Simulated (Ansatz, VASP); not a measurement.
# GaN in VASP and in Ansatz

```
CELL_PARAMETERS angstrom
3.18000 0.00000 0.00000
-1.59000 2.75396 0.00000
0.00000 0.00000 5.16600
ATOMIC_POSITIONS crystal
Ga 0.33333 0.66667 0.00000
Ga 0.66667 0.33333 0.50000
N 0.33333 0.66667 0.41371
N 0.66667 0.33333 0.87500
```

Alike in both runs: task single point; functional PBE; k mesh 12 × 12 × 6; occupations gaussian, width 0.05 eV; no spin polarisation.

|  | VASP | Ansatz |
| --- | --- | --- |
| version | VASP 6.6.1 | Ansatz 0.2.0 |
| potentials or method | VASP PAW PBE potentials, release 64 (Ga_d, N) | scalar-relativistic, plane waves, PAW |
| plane-wave cutoff (eV) | 520 | 420 |
| valence electrons in the cell | 36 | 36 |

Ansatz gave:

| Quantity | Value |
| --- | --- |
| gap on the k mesh at the Fermi level (eV) | 1.84 |
| least direct gap on the mesh (eV) | 1.84 |
| pressure (GPa) | 9.2 |
| largest component of the traceless stress (GPa) | 4.19 |
| rms of the force components (eV/Å) | 0.864 |

Problem. What did VASP give for the same quantities?

Solution. gap on the k mesh at the Fermi level (eV): 1.85; least direct gap on the mesh (eV): 1.85; pressure (GPa): 9.2; largest component of the traceless stress (GPa): 4.06; rms of the force components (eV/Å): 0.860.

Atom by atom the forces differ by 0.005 eV/Å (rms over components).

Caveats: forces of over 1 eV/Å show positions far from the minimum, so gaps and moduli don't describe the material at rest.
